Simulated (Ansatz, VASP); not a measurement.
**GaN in two plane-wave programs**

One calculation is typed for both programs; each brings its own data sets and cutoff. How far apart do they land? The cell is taken from a series of VASP runs on this material, whose earlier steps may have relaxed, scaled or displaced it; both programs get it as it stands.

Method: plane waves, with VASP 6.6.1 beside it; relaxation of cell and atoms at LDA, in Ansatz 0.2.0.

### Step 1. The structure

It takes space group P6_3mc (No. 186, hexagonal). The conventional cell has a = 3.157 Å, b = 3.157 Å, c = 5.147 Å, α = 90.00°, β = 90.00°, γ = 120.00°. Ga has 4 N at 1.93 to 1.94 Å nearest. N has 4 Ga at 1.93 to 1.94 Å nearest. Farther neighbours and most contacts between anions are not listed.

As a file:

```xyz
4
Lattice="3.1572 0.0000 0.0000 -1.5786 2.7342 0.0000 0.0000 0.0000 5.1472" Properties=species:S:1:pos:R:3 pbc="T T T"
Ga    1.5786    0.9114    3.0460
Ga    0.0000    1.8228    0.4724
N     1.5786    0.9114    4.9835
N     0.0000    1.8228    2.4100
```

### Step 2. VASP: relaxation of cell and atoms, LDA

The relaxed volume is the usual yardstick between codes: its relative difference is about their pressure difference at one cell divided by the bulk modulus.

Lines of VASP's logs that name or quote its potential files are left out, and so is its time.

Contents of INCAR:

```
SYSTEM = GaN
PREC = Accurate
ENCUT = 560
EDIFF = 1E-07
NELM = 100
ISMEAR = 0
SIGMA = 0.03
LREAL = .FALSE.
ALGO = Normal
GGA = CA
NBANDS = 24
LORBIT = 11
LWAVE = .FALSE.
LCHARG = .FALSE.
KPAR = 8
IBRION = 2
NSW = 50
ISIF = 3
EDIFFG = -0.003
```

Contents of POSCAR:

```
GaN
1.0
    3.1572199957      0.0000000000      0.0000000000
   -1.5786099979      2.7342327207      0.0000000000
    0.0000000000      0.0000000000      5.1471547497
Ga N
2 2
Direct
    0.6666666700      0.3333333300      0.5917878326
    0.3333333300      0.6666666700      0.0917878326
    0.6666666700      0.3333333300      0.9682121674
    0.3333333300      0.6666666700      0.4682121674
```

Contents of KPOINTS:

```
Automatic mesh
0
Gamma
8 8 4
0 0 0
```

The projector-augmented-wave data sets are Ga_d and N (LDA family, release 64).

Command:

```console
$ mpirun -np 8 vasp_std
```

Numbers of over 12 decimals in the logs are rounded to 6 here.

Output:

```text
[banner, memory and clock lines left out]
running    8 mpi-ranks, on    1 nodes
 distrk:  each k-point on    1 cores,    8 groups
 distr:  one band on    1 cores,    1 groups

 POSCAR found type information on POSCAR GaN
 POSCAR found :  2 types and       4 ions
|                                                                             |
|           W    W    AA    RRRRR   N    N  II  N    N   GGGG   !!!           |
|           W    W   A  A   R    R  NN   N  II  NN   N  G    G  !!!           |
|           W    W  A    A  R    R  N N  N  II  N N  N  G       !!!           |
|           W WW W  AAAAAA  RRRRR   N  N N  II  N  N N  G  GGG   !            |
|           WW  WW  A    A  R   R   N   NN  II  N   NN  G    G                |
|           W    W  A    A  R    R  N    N  II  N    N   GGGG   !!!           |
|                                                                             |
|     For optimal performance we recommend to set                             |
|       NCORE = 2 up to number-of-cores-per-socket                            |
|     NCORE specifies how many cores store one orbital (NPAR=cpu/NCORE).      |
|     This setting can greatly improve the performance of VASP for DFT.       |
|     The default, NCORE=1 might be grossly inefficient on modern             |
|     multi-core architectures or massively parallel machines. Do your        |
|     Unfortunately you need to use the default for GW and RPA                |
|     calculations (for HF NCORE is supported but not extensively tested      |
|     yet).                                                                   |
|                                                                             |

 LDA part: xc-table for (Slater(with rela. corr.)+CA(PZ))
 , standard interpolation
 POSCAR, INCAR and KPOINTS ok, starting setup
 FFT: planning ... GRIDC
 FFT: planning ... GRID_SOFT
 FFT: planning ... GRID
 WAVECAR not read
 entering main loop
       N       E                     dE             d eps       ncg     rms          rms(c)
DAV:   1     0.279926893514E+03    0.27993E+03   -0.18863E+04  1544   0.296E+03
DAV:   2     0.308421602744E+01   -0.27684E+03   -0.26572E+03  1584   0.536E+02
DAV:   3    -0.309389949458E+02   -0.34023E+02   -0.33739E+02  1720   0.147E+02
DAV:   4    -0.320404669296E+02   -0.11015E+01   -0.10994E+01  1776   0.290E+01
DAV:   5    -0.320597930801E+02   -0.19326E-01   -0.19317E-01  1704   0.358E+00    0.108E+01
DAV:   6    -0.279334721644E+02    0.41263E+01   -0.12775E+01  2480   0.550E+01    0.313E+00
DAV:   7    -0.279706468482E+02   -0.37175E-01   -0.13816E+00  1544   0.905E+00    0.258E+00
DAV:   8    -0.279325396876E+02    0.38107E-01   -0.28057E-01  2440   0.622E+00    0.112E+00
DAV:   9    -0.279094620827E+02    0.23078E-01   -0.84623E-02  2424   0.467E+00    0.327E-01
DAV:  10    -0.279102349610E+02   -0.77288E-03   -0.56231E-03  1584   0.593E-01    0.124E-01
DAV:  11    -0.279099967266E+02    0.23823E-03   -0.13225E-03  2256   0.666E-01    0.438E-02
DAV:  12    -0.279100117421E+02   -0.15016E-04   -0.14109E-04  1536   0.780E-02    0.559E-02
DAV:  13    -0.279100175953E+02   -0.58531E-05   -0.37831E-06  2152   0.142E-02    0.664E-02
DAV:  14    -0.279100069821E+02    0.10613E-04   -0.53452E-06  1816   0.346E-02    0.489E-02
DAV:  15    -0.279100027788E+02    0.42034E-05   -0.28420E-06  2280   0.151E-02    0.395E-02
DAV:  16    -0.279099988165E+02    0.39623E-05   -0.25229E-06  1752   0.158E-02    0.280E-02
DAV:  17    -0.279099954865E+02    0.33300E-05   -0.67201E-06  2392   0.251E-02    0.937E-03
DAV:  18    -0.279099951477E+02    0.33874E-06   -0.13795E-06  2264   0.108E-02    0.340E-03
DAV:  19    -0.279099950944E+02    0.53305E-07   -0.15843E-07  1040   0.377E-03
   1 F= -.27909995E+02 E0= -.27909995E+02  d E =-.279100E+02
[...]
2 F= -.27909995E+02 E0= -.27909995E+02  d E =-.334888E-06
[...]
3 F= -.27909997E+02 E0= -.27909997E+02  d E =-.188724E-05
[...]
4 F= -.27909996E+02 E0= -.27909996E+02  d E =-.116002E-05
 curvature:  -0.02 expect dE=-0.540E-06 dE for cont linesearch -0.510E-06
 ZBRENT: bisectioning
 opt :   0.7016  next Energy=   -27.909999 (dE=-0.358E-05)
 bond charge predicted
       N       E                     dE             d eps       ncg     rms          rms(c)
DAV:   1    -0.279099978164E+02   -0.15312E-05   -0.18694E-05  1704   0.951E-02    0.661E-03
DAV:   2    -0.279099968915E+02    0.92491E-06   -0.27398E-06  1864   0.397E-02    0.303E-03
DAV:   3    -0.279099966693E+02    0.22218E-06   -0.51593E-07  1824   0.157E-02    0.661E-04
DAV:   4    -0.279099966630E+02    0.63092E-08   -0.10853E-07   784   0.274E-03
   5 F= -.27909997E+02 E0= -.27909997E+02  d E =-.156854E-05
 curvature:  -0.08 expect dE=-0.528E-07 dE for cont linesearch -0.313E-07
 trial: gam=-0.14365 g(F)=  0.201E-07 g(S)=  0.617E-06 ort = 0.154E-05 (trialstep = 0.940E+00)
 search vector abs. value=  0.325E-06
 reached required accuracy - stopping structural energy minimisation
```

OUTCAR, selected parts (step 2):

```text
ion  position               nearest neighbor table
   1  0.667  0.333  0.592-   4 1.93   4 1.93   4 1.93   3 1.94
   2  0.333  0.667  0.092-   3 1.93   3 1.93   3 1.93   4 1.94
   3  0.667  0.333  0.968-   2 1.93   2 1.93   2 1.93   1 1.94
   4  0.333  0.667  0.468-   1 1.93   1 1.93   1 1.93   2 1.94

  LATTYP: Found a hexagonal cell.
 ALAT       =     3.1572199957
 C/A-ratio  =     1.6302806763

 Subroutine GETGRP returns: Found 12 space group operations
 (whereof  6 operations were pure point group operations)

The static configuration has the point symmetry C_3v.
 The point group associated with its full space group is C_6v.

 Found     30 irreducible k-points:

   k-points           NKPTS =     30   k-points in BZ     NKDIM =     30   number of bands    NBANDS=     24

   dimension x,y,z NGX =    24 NGY =   24 NGZ =   40
   dimension x,y,z NGXF=    48 NGYF=   48 NGZF=   80

   ENCUT  =  560.0 eV  41.16 Ry    6.42 a.u.   6.09  6.09  9.93*2*pi/ulx,y,z

   NELECT =      36.0000    total number of electrons

 k-points in reciprocal lattice and weights: Automatic mesh
   0.00000000  0.00000000  0.00000000       0.004
   0.12500000  0.00000000  0.00000000       0.023
   0.25000000  0.00000000  0.00000000       0.023
   0.37500000  0.00000000  0.00000000       0.023
   0.50000000  0.00000000  0.00000000       0.012
   0.12500000  0.12500000  0.00000000       0.023
   0.25000000  0.12500000  0.00000000       0.047
   0.37500000  0.12500000  0.00000000       0.047
   0.25000000  0.25000000  0.00000000       0.023
[...]
0.25000000  0.25000000  0.50000000       0.023
   0.37500000  0.25000000  0.50000000       0.023

 average (electrostatic) potential at core
       1 -64.4165       2 -64.4165       3 -61.6762       4 -61.6762

 E-fermi :   5.5759

 k-point     1 :       0.0000    0.0000    0.0000
  band No.  band energies     occupation
    ...
     14       4.3014      2.00000
     15       4.3014      2.00000
     16       5.3262      2.00000
     17       5.3788      2.00000
     18       5.3788      2.00000
     19       7.4872      0.00000
     20       9.7252      0.00000
     21      14.5644      0.00000
     22      15.2485      0.00000
     23      15.2485      0.00000
    ...

 k-point     2 :       0.1250    0.0000    0.0000
  band No.  band energies     occupation
    ...
     14       3.2146      2.00000
     15       3.9771      2.00000
     16       4.2418      2.00000
     17       5.1629      2.00000
     18       5.2332      2.00000
     19       8.4873      0.00000
     20      10.5862      0.00000
     21      13.9715      0.00000
     22      14.4894      0.00000
     23      15.6380      0.00000
    ...

 k-point     3 :       0.2500    0.0000    0.0000
  band No.  band energies     occupation
    ...
     14       1.2384      2.00000
     15       2.4905      2.00000
     16       3.3075      2.00000
     17       4.6245      2.00000
     18       4.8585      2.00000
     19       9.7704      0.00000
     20      11.3500      0.00000
     21      12.7010      0.00000
     22      13.8991      0.00000
     23      15.5558      0.00000
    ...

  Total        0.0028624      0.0028624      0.0058965     -0.0000000      0.0000000      0.0000000
  in kB        0.1031815      0.1031815      0.2125493     -0.0000000      0.0000000      0.0000000
  external PRESSURE =       0.1396374 kB  Pullay stress =       0.0000000 kB

  energy-cutoff  :      560.00
  volume of cell :       44.45
      direct lattice vectors                 reciprocal lattice vectors
     3.157611421 -0.000000000 -0.000000000     0.316695080  0.182843989  0.000000000
    -1.578805710  2.734571705  0.000000000     0.000000000  0.365687979  0.000000000
     0.000000000  0.000000000  5.147519488     0.000000000  0.000000000  0.194268327

 POSITION                                       TOTAL-FORCE (eV/Angst)
 -----------------------------------------------------------------------------------
      1.57881      0.91152      3.04628         0.000000     -0.000000     -0.000323
     -0.00000      1.82305      0.47252        -0.000000      0.000000     -0.000323
      1.57881      0.91152      4.98385         0.000000     -0.000000      0.000323
     -0.00000      1.82305      2.41009        -0.000000      0.000000      0.000323
 -----------------------------------------------------------------------------------
    total drift:                               -0.000011      0.000006     -0.000485

  FREE ENERGIE OF THE ION-ELECTRON SYSTEM (eV)
  ---------------------------------------------------
  free  energy   TOTEN  =       -27.9099966630 eV

  energy  without entropy=      -27.9099966630  energy(sigma->0) =      -27.90999666

 reached required accuracy - stopping structural energy minimisation

 total charge
# of ion       s       p       d       tot
------------------------------------------
    1        0.801   0.942  10.195  11.939
    2        0.801   0.942  10.195  11.939
    3        1.207   2.511   0.000   3.718
    4        1.207   2.511   0.000   3.718
--------------------------------------------------
tot          4.016   6.906  20.390  31.312

[... 3 further parts left out ...]
```

CONTCAR:

```
GaN
   1.00000000000000
     3.1576114206126724   -0.0000000000000072   -0.0000000000000000
    -1.5788057103563484    2.7345717046177129    0.0000000000000000
     0.0000000000000000    0.0000000000000000    5.1475194876409036
  Ga              N
     2     2
Direct
     0.6666666699999979    0.3333333300000021    0.5917952079436860
     0.3333333300000021    0.6666666699999979    0.0917952079436859
     0.6666666699999979    0.3333333300000021    0.9682047920563092
     0.3333333300000021    0.6666666699999979    0.4682047920563093
```

The run keeps the 12 symmetry operations of its start, so it cannot find a distortion of lower symmetry.

### Step 3. Ansatz: relaxation of cell and atoms, LDA

Ansatz runs on its default PAW (the set named soft_2) files.

The same cell, functional (in two slightly different forms), mesh and smearing now go to Ansatz, which takes its cutoff from its data sets.

Contents of input.yaml:

```yaml
crystal:
  lattice:
    - [3.1572199957, 0.0, 0.0]
    - [-1.5786099979, 2.7342327207, 0.0]
    - [0.0, 0.0, 5.1471547497]
  atoms:
    - { symbol: Ga, position: [0.66666667, 0.33333333, 0.5917878326] }
    - { symbol: Ga, position: [0.33333333, 0.66666667, 0.0917878326] }
    - { symbol: "N", position: [0.66666667, 0.33333333, 0.9682121674] }
    - { symbol: "N", position: [0.33333333, 0.66666667, 0.4682121674] }
hamiltonian:
  xc: lda
  pseudopotentials: { kind: paw }
kpoints:
  mp_grid: { grid: [8, 8, 4] }
scf:
  occupations: { method: gaussian, width: 0.03 }
relax:
  f_tol: 0.01
  max_steps: 60
  cell: { stress_tol: 0.05 }
output:
  forces: true
  stress: true
```

Command:

```console
$ ansatz run input.yaml --threads 4 --pin off --max-ram 9216MiB --backend cpu --events-out ev --progress --plain --runs-dir out
```

Output:

```text
Engine: ansatz 0.2.0, aarch64-unknown-linux-gnu
Pseudopotentials: kind: paw
Pseudopotential: Ga, paw, valence charge 13, recommended cutoff 420 eV (normal), Ga.paw.azcp
Pseudopotential: N, paw, valence charge 5, recommended cutoff 420 eV (normal), N.paw.azcp
Functional definition: SPW92
  exchange = slater_x
  correlation = pw_c
Crystal: 4 atoms, lattice volume = 44.433 Å³
Basis set: ecut = 420 eV, 869 PW (Γ)
Bands: 22, of which v1, the nominal top of the filled ones, is band 18 counted from 1 (17 counted from 0)
Symmetry: 12 space group operations
Space group: P63mc (ITA 186), of the structure as read, at distance tolerance 3.5e-5 Å
k-points: 30 of 256 (time reversal used)
Non-local potential: Ga, projectors of the file, l = 0: 2, l = 1: 2, l = 2: 3, l = 3: 1
Non-local potential: N, projectors of the file, l = 0: 2, l = 1: 2, l = 2: 1
PAW form: soft (Blöchl's): semilocal exchange-correlation on the pseudo side does not see the compensation charge
PAW frozen core: Ga, regenerated for the run's functional, and the local potential with it (the file was generated under x = pbe(κ = 0.804, μ = 0.219515), c = pbe(β = 0.066725))
PAW frozen core: N, regenerated for the run's functional, and the local potential with it (the file was generated under x = pbe(κ = 0.804, μ = 0.219515), c = pbe(β = 0.066725))
PAW one-centre angular grid: Ga, 590 points (default); XC on 64 Gauss nodes
PAW one-centre angular grid: N, 110 points (default); XC on 64 Gauss nodes
Initial density: superposition of atomic densities (neutral atoms: chi_scale 0, normalization atom), corrected by the library's trained network
Initial wavefunctions: pseudopotential atomic-orbital guess
Functional: x = slater, c = lda
SCF iter   1: F=—  HF=-8164.210776 eV  |F-HF|=—  |Δ(HF+E_count)|=         —  Δρ=1.35e-2  dr2=7.63e-2  ethr=1.77e-3  ⟨swp⟩=5.5  Hψ=2690  notcnv=0
preconditioner: auto → Resta (q_TF=auto, 2.634 Å⁻¹)  ε∞=5.0  [insulator: Δε(μ)=1.991 eV  Ē_g=16.677 eV  σ=0.030 eV  W_gap=1.00  n_scr=22 (ndim 8)  ℏωp=33.4 eV  f_vac=0.007  D(μ)=0.00/eV (n_scr^D=0)  ε∞_Penn≈5.0]
SCF iter   2: F=—  HF=-8164.189102 eV  |F-HF|=—  |Δ(HF+E_count)|=   2.17e-2  Δρ=3.61e-3  dr2=3.40e-3  ethr=2.12e-4  ⟨swp⟩=2.3  Hψ=1233  notcnv=0
SCF iter   3: F=—  HF=-8164.188164 eV  |F-HF|=—  |Δ(HF+E_count)|=   9.38e-4  Δρ=1.61e-3  dr2=5.44e-4  ethr=9.45e-6  ⟨swp⟩=1.3  Hψ=678  notcnv=0
SCF iter   4: F=—  HF=-8164.187981 eV  |F-HF|=—  |Δ(HF+E_count)|=   1.83e-4  Δρ=1.47e-4  dr2=4.96e-6  ethr=1.51e-6  ⟨swp⟩=2.4  Hψ=1194  notcnv=0
SCF iter   5: F=—  HF=-8164.187984 eV  |F-HF|=—  |Δ(HF+E_count)|=   2.29e-6  Δρ=6.52e-5  dr2=1.40e-6  ethr=1.38e-8  ⟨swp⟩=2.0  Hψ=1196  notcnv=0
SCF iter   6: F=-8164.187983 eV  HF=-8164.187983 eV  |F-HF|=1.14e-9  |Δ(HF+E_count)|=   8.90e-7  Δρ=1.28e-5  dr2=8.12e-8  ethr=2.78e-10  ⟨swp⟩=3.0  Hψ=2967  notcnv=0
SCF 1 converged in 6 iterations: F = -8164.187983 eV  dr2 = 8.12e-8
  greatest PAW one-centre occupation: 0.996 electrons in one spin orbital (limit 2), on the Ga atom at site 0 (counted from 0), in its partial waves of l = 2
relax step   1: F+E_penalty+E_count = -8164.18798270 eV  Δ(F+E_penalty+E_count) = +0.000e0 eV  max|allowed force component| = 1.837e-4 eV/Å  Δτ_max = 0.0000 Å  P = -1.040 GPa  Ω = 44.433 Å³  (6 SCF iters, dr2 threshold 1.00e-7 eV, accepted)
[...]
relax step   2: F+E_penalty+E_count = -8164.18916208 eV  Δ(F+E_penalty+E_count) = -1.179e-3 eV  max|allowed force component| = 3.849e-4 eV/Å  Δτ_max = 0.0000 Å  P = -0.413 GPa  Ω = 44.298 Å³  energy of the carried Pulay correction = +5.641e-4 eV  (4 SCF iters, dr2 threshold 4.00e-7 eV, accepted)
[...]
relax step   3: F+E_penalty+E_count = -8164.18964689 eV  Δ(F+E_penalty+E_count) = -4.848e-4 eV  max|allowed force component| = 5.593e-4 eV/Å  Δτ_max = 0.0000 Å  P = +0.003 GPa  Ω = 44.209 Å³  energy of the carried Pulay correction = +9.345e-4 eV  (4 SCF iters, dr2 threshold 4.00e-7 eV, accepted)
[...]
relax step   4: F+E_penalty+E_count = -8164.18888032 eV  Δ(F+E_penalty+E_count) = +7.666e-4 eV  max|allowed force component| = 5.078e-4 eV/Å  Δτ_max = 0.0000 Å  P = -0.025 GPa  Ω = 44.209 Å³  stress off target by 3.31e-2 GPa  SCF on the basis re-selected at this cell (its energy is not comparable with the rows above)  (6 SCF iters)
basis re-selected at this cell: Δ(F+E_penalty+E_count) = +7.666e-4 eV, ΔP = -0.028 GPa vs the last step (what re-selecting the basis moved, of the pressure what is left beyond the Pulay correction that the steps carried, after the strain that the cell walked since its last selection, with what the two solves' SCF thresholds leave and, on support functions, any second-order correction that the steps lacked; it is no m [...]
SCF converged after 6 iterations
Free energy (F): -8164.188880 eV
Harris-Foulkes:  -8164.188880 eV  (|F-HF|=9.09e-13)
Internal energy: -8164.188880 eV  (E = F + TS)
E sigma→0 (E₀):  -8164.188880 eV
Fermi energy:    10.902743 eV
--- Per-component energies (eV) ---
  E_band       = -8.966158
  E_kinetic    = 496.111320
  E_local      = -3859.188738  (includes V_loc(G=0)·N_el)
  E_nonlocal   = 955.470235
  E_hartree    = 1774.977552
  E_xc         = -256.471587
  E_vxc        = -269.435976  (∫ρ·V_xc dr)
  E_paw        = -4070.218695  (= ΣΔE_a)
  E_vpaw       = -881.878051  (= ΣTr[D̂ρ^β])
  E_aug_tail   = 0.000033  (compensation charges beyond the density's cutoff)
  E_ewald      = -3208.486048
  E_core_change = 3.617048  (= ΣΔE_core)
  E_smearing   = -0.000000  (= −TS)
  E_closure    = 0.000000  (closes the sum)
  Σ components = -8164.188880   (vs F -8164.188880, Δ=0.00e0)
--- Forces (eV/Å), atoms counted from 1 ---
  atom   1  Ga     0.00000000    -0.00000000     0.00050715
  atom   2  Ga     0.00000000     0.00000000     0.00050715
  atom   3  N     -0.00000000    -0.00000000    -0.00050835
  atom   4  N      0.00000000     0.00000000    -0.00050835
  max |Σ_I F_I| component: 2.41e-6 eV/Å
--- Stress (GPa, compression-positive) ---
       -0.021044       0.000000       0.000000
        0.000000      -0.021044       0.000000
        0.000000       0.000000      -0.033100
  P = ⅓ Tr σ = -0.0251 GPa (-0.251 kbar)
--- Relaxed structure (3 steps of the walk, 3 accepted, 1 SCFs on fresh bases) ---
  F+E_penalty+E_count = -8164.18888032 eV   max|allowed force component| = 5.078e-4 eV/Å   (the final SCF, on the basis selected at the relaxed cell)
  cell:  # Å, volume = 44.2088 Å³
    - [3.151878, 2.8818721658325425e-11, 0]
    - [-1.575939, 2.729607, 0]
    - [0, 0, 5.138533]
  atoms:
    - { symbol: Ga, position: [0.666667, 0.333333, 0.591792] }
    - { symbol: Ga, position: [0.333333, 0.666667, 0.091792] }
    - { symbol: N, position: [0.666667, 0.333333, 0.968208] }
    - { symbol: N, position: [0.333333, 0.666667, 0.468208] }
```

Wall time 3.4 s (4 threads of Arm Neoverse V1, shared host); peak memory 0.35 GiB; 11 s of CPU time.

### Step 4. Side by side

Known differences besides the potentials themselves: the two LDA forms differ slightly; both relaxations stop at a tolerance, which leaves soft axes loose, and VASP keeps its plane-wave basis; the cutoff is 420 eV in Ansatz and 560 eV in VASP; VASP's log shows a relativistic correction to its local exchange, Ansatz's none; Ansatz adds a Pulay correction to the stress that steers its cell, VASP none. Total energies have different zeros and are not compared.

The two programs side by side:

```csv
quantity,Ansatz,VASP,difference
volume (Å³),44.21,44.45,-0.54 %
"edge a after relaxation, in the typed setting (Å)",3.152,3.158,-0.18 %
"edge c after relaxation, in the typed setting (Å)",5.138,5.147,-0.17 %
```

The walks stopped with -0.03 GPa left in Ansatz and 0.01 GPa in VASP; each walk ends within a tolerance, so the volume difference is uncertain by about these residues over the bulk modulus, most in soft cells.

### Step 5. Outcome

| Item | Value |
| --- | --- |
| difference in volume (relaxation of cell and atoms, LDA) | -0.54 % |

In words: The difference in volume is -0.54 % (relaxation of cell and atoms, LDA), within the 1.2 % picked in this series as the mark of a large difference, as far as the stopping tolerances let one tell. Such differences can come from data sets, numerical settings and the points named under the comparisons, not from the functional's error against experiment.

[Lines on the potential files, build, host, timing and source positions are cut from VASP's logs without a mark.]

[Logs are printed without paths, hosts, clocks, repeated set-up lines and the standing remarks that a program may print on its own settings, such as how far it seeks lower states.]

[Hosts, paths, dates, database ids (printed as entryN), source tags and the programs' standing remarks are cut or masked in the printed files.]
